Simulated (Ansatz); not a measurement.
# ZnO: stress in a strained cell

ZnO is deformed so: equal xx and yy strain of -1 %. What stress and forces result, by LAPW, PAW and all-electron datasets made for the crystal?

Program: Ansatz 0.2.0. Level of theory: DFT LDA, scalar-relativistic. These are calculated values, not measurements.

## 1. Starting point

It takes space group P6_3mc (No. 186, hexagonal). Conventional cell: a = 3.249 Å, b = 3.249 Å, c = 5.204 Å, α = 90.00°, β = 90.00°, γ = 120.00°. Around Zn (site symmetry 3m) lie 4 O at 1.97 to 1.99 Å. O (site symmetry 3m) has 4 Zn at 1.97 to 1.99 Å as nearest neighbours.

As a file:

```cif
data_structure
_symmetry_space_group_name_H-M 'P 1'
_symmetry_Int_Tables_number 1
_cell_length_a 3.2494
_cell_length_b 3.2494
_cell_length_c 5.2038
_cell_angle_alpha 90.000
_cell_angle_beta 90.000
_cell_angle_gamma 120.000
_cell_volume 47.58
loop_
_atom_site_label
_atom_site_type_symbol
_atom_site_fract_x
_atom_site_fract_y
_atom_site_fract_z
_atom_site_occupancy
Zn1 Zn 0.33333 0.66667 0.00000 1
Zn2 Zn 0.66667 0.33333 0.50000 1
O1 O 0.33333 0.66667 0.38210 1
O2 O 0.66667 0.33333 0.88210 1
```

Atoms are numbered in the order of the input: Zn1, Zn2, O3, O4.

## 2. After the deformation

Space group P6_3mc before, P6_3mc after.

## 3. All-electron LAPW

input.yaml

```yaml
crystal:
  lattice:
    - [3.2169047367, 0.0, 0.0]
    - [-1.6084523683, 2.7859212235, 0.0]
    - [0.0, 0.0, 5.2038]
  atoms:
    - { symbol: Zn, position: [0.3333333333, 0.6666666667, 0.0] }
    - { symbol: Zn, position: [0.6666666667, 0.3333333333, 0.5] }
    - { symbol: O, position: [0.3333333333, 0.6666666667, 0.3821] }
    - { symbol: O, position: [0.6666666667, 0.3333333333, 0.8821] }
kpoints:
  mp_grid: { grid: [11, 11, 6] }
  band_path:
    path:
      - [0.0, 0.0, 0.0]
      - [0.5, 0.0, 0.0]
      - [0.3333333333, 0.3333333333, 0.0]
      - [0.0, 0.0, 0.0]
      - [0.0, 0.0, 0.5]
      - [0.5, 0.0, 0.5]
      - [0.3333333333, 0.3333333333, 0.5]
      - [0.0, 0.0, 0.5]
      - [0.5, 0.0, 0.5]
    npoints: 5
scf:
  occupations: { method: fermi_dirac, width: 0.02 }
hamiltonian:
  xc: lda
  pseudopotentials: { kind: all_electron, lapw: { basis_error: 0.0005 } }
output:
  forces: true
  stress: true
  eigenvalues: true
```

Launch:

```
$ ansatz run input.yaml --threads 1 --pin off --max-ram 6144MiB --backend cpu --events-out ev --progress --plain --runs-dir out
```

## 4. PAW on the default files

input.yaml

```yaml
crystal:
  lattice:
    - [3.2169047367, 0.0, 0.0]
    - [-1.6084523683, 2.7859212235, 0.0]
    - [0.0, 0.0, 5.2038]
  atoms:
    - { symbol: Zn, position: [0.3333333333, 0.6666666667, 0.0] }
    - { symbol: Zn, position: [0.6666666667, 0.3333333333, 0.5] }
    - { symbol: O, position: [0.3333333333, 0.6666666667, 0.3821] }
    - { symbol: O, position: [0.6666666667, 0.3333333333, 0.8821] }
kpoints:
  mp_grid: { grid: [11, 11, 6] }
scf:
  occupations: { method: fermi_dirac, width: 0.02 }
hamiltonian:
  xc: lda
  pseudopotentials: { kind: paw }
output:
  forces: true
  stress: true
  eigenvalues: true
  efg: { contact_densities: true }
```

## 5. Datasets made for this crystal

input.yaml: that of step 4 with these lines changed.

```diff
@@ -16,3 +16,3 @@
   xc: lda
-  pseudopotentials: { kind: paw }
+  pseudopotentials: { kind: all_electron, datasets: crystal }
 output:
```

(Steps that only read results are left out.)

What does the calculation give? Wanted: pressure; largest shear or deviatoric stress.

**Answer**, as computed:

| quantity | value |
| --- | --- |
| pressure | LAPW -4.25, PAW -4.28, crystal datasets -4.25 GPa |
| largest shear or deviatoric stress (LAPW) | 1.12 GPa |

The largest part of the stress beyond the pressure is 1.12 GPa in size, in the zz component; the atoms are carried along and not relaxed. No run of the undeformed cell stands beside it, so the pressure holds what the given cell had before the change. PAW: stress within 0.05 GPa of LAPW, forces within 2 meV/Å. Crystal datasets: stress within 0.01 GPa of LAPW, forces within 1 meV/Å.
